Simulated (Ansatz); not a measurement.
## Al, space group Fm-3m: a point defect in a supercell, step by step

With the Python package of Ansatz (0.2.0).

Notebook, run cell by cell (the value of a cell's last expression is shown):

In [1]:
```python
from dataclasses import dataclass

import ansatz as az
from ase import Atoms
import numpy as np


@dataclass
class RunConfig:
    functional: str = 'PBE'
    kgrid: tuple[int, ...] = (2, 3, 3)
    smearing_width: float = 0.15
```

In [2]:
```python
settings = RunConfig()
```

In [3]:
```python
atoms = Atoms(
    ['Al'],
    scaled_positions=[
        [0.0, 0.0, 0.0],
    ],
    cell=[
        [0.0, 2.02481, 2.02481],
        [2.02481, 0.0, 2.02481],
        [2.02481, 2.02481, 0.0],
    ],
    pbc=True,
)
crystal = az.Crystal.from_ase(atoms)
host = crystal.supercell(3, 2, 2)
defective = host.vacancy('Al', at=[0.0, 0.0, 0.0])
```

In [4]:
```python
def settled(structure):
    return (
        structure.calculation()
        .functional(settings.functional)
        .basis(19 * az.Ha)
        .kpoints(*settings.kgrid)
        .occupations(az.OccupationsMethod.FERMI_DIRAC, width=settings.smearing_width)  # fractional filling near the Fermi level
        .band_table()
    )
```

In [5]:
```python
perfect = settled(host).run().report
model = settled(defective).relax(force_tolerance=0.03, max_steps=25)
outcome = model.run()
summary = outcome.report
```

In [6]:
```python
sorted(key for key in summary if key.endswith('_ev'))
```
Out [6]:
```text
['eigenvalues_ev', 'energy_sigma0_ev', 'entropy_ts_ev', 'fermi_energy_ev', 'free_energy_ev',
 'gap_by_band_count_ev', 'harris_foulkes_ev', 'internal_energy_ev', 'lagrangian_above_aufbau_ev',
 'lagrangian_ev', 'lagrangian_sigma0_ev', 'loop_eigenvalues_ev', 'loop_fermi_energy_ev',
 'occupations_fermi_energy_ev', 'residual_norms_ev']
```

In [7]:
```python
summary['kweights']
```
Out [7]:
```text
[0.05555555555555555, 0.2222222222222222, 0.1111111111111111, 0.1111111111111111,
 0.05555555555555555, 0.2222222222222222, 0.1111111111111111, 0.1111111111111111]
```

In [8]:
```python
n_host, n_defect = len(perfect['lattice']['sites']), len(summary['lattice']['sites'])
print(f'perfect cell: {n_host} atoms, F = {perfect["free_energy_ev"]:.4f} eV')
print(f'defect cell:  {n_defect} atoms, F = {summary["free_energy_ev"]:.4f} eV')
print(f'vacancy formation energy {summary["free_energy_ev"] - perfect["free_energy_ev"] * n_defect / n_host:.3f} eV')
```
```text
perfect cell: 12 atoms, F = -6450.9741 eV
defect cell:  11 atoms, F = -5912.5120 eV
vacancy formation energy 0.881 eV
```

In [9]:
```python
for site in outcome.lattice.sites:
    print(f'{site.symbol:2s}', ' '.join(f'{v:8.4f}' for v in site.position_ang))
```
```text
Al   2.0248   2.0248   0.0000
Al   2.0248  -0.0000   2.0248
Al   4.0496   2.0248   2.0248
Al  -0.0117   2.0150   2.0150
Al   2.0835   4.0316   1.9796
Al   2.0835   1.9796   4.0316
Al   4.0455   4.0505   4.0505
Al   0.0117   4.0595   4.0595
Al   1.9661   6.0925   4.0949
Al   1.9661   4.0949   6.0925
Al   4.0538   6.0735   6.0735
```

In [10]:
```python
start = np.array([site.position for site in defective.resolved().sites])
step = np.array([site.position_frac for site in outcome.lattice.sites]) - start
moved = np.linalg.norm((step - np.round(step)) @ outcome.lattice.cell_ang, axis=1)
print('relaxation by atom (A):', ' '.join(f'{site.symbol}:{d:.3f}' for site, d in zip(outcome.lattice.sites, moved)))
```
```text
relaxation by atom (A): Al:0.000 Al:0.000 Al:0.000 Al:0.018 Al:0.076 Al:0.076 Al:0.004 Al:0.018 Al:0.076 Al:0.076 Al:0.004
```

What to keep in mind:
- Total energies depend on the potentials; only differences at equal settings carry meaning. A total without «per atom» is that of the cell as typed.
- For a metal this k-point mesh is coarse: on a finer one energies can move by several to tens of meV an atom and pressures by half a GPa or more, differences at one mesh by less.
- A Fermi-Dirac width this large means warm electrons, whose thermal share enters the free energy.
- A gap by band count of zero or less means overlapping bands, a metal, and at an odd count of electrons it is no gap at all.
- Errors of mesh and smearing per atom add up over the supercell, so the energy can be off by tenths of an eV.
- Levels are Kohn-Sham eigenvalues on this mesh.
- The supercell is small, so the defect meets its images and the energies aren't those of an isolated defect; a partly filled defect level may also lower its energy by spin or distortion. For a charged cell the difference holds no correction, alignment or term for the electrons' reservoir.
- It ran for 15 s on 1 thread of Arm Neoverse V2, with other jobs on the host, peak memory 0.53 GiB.
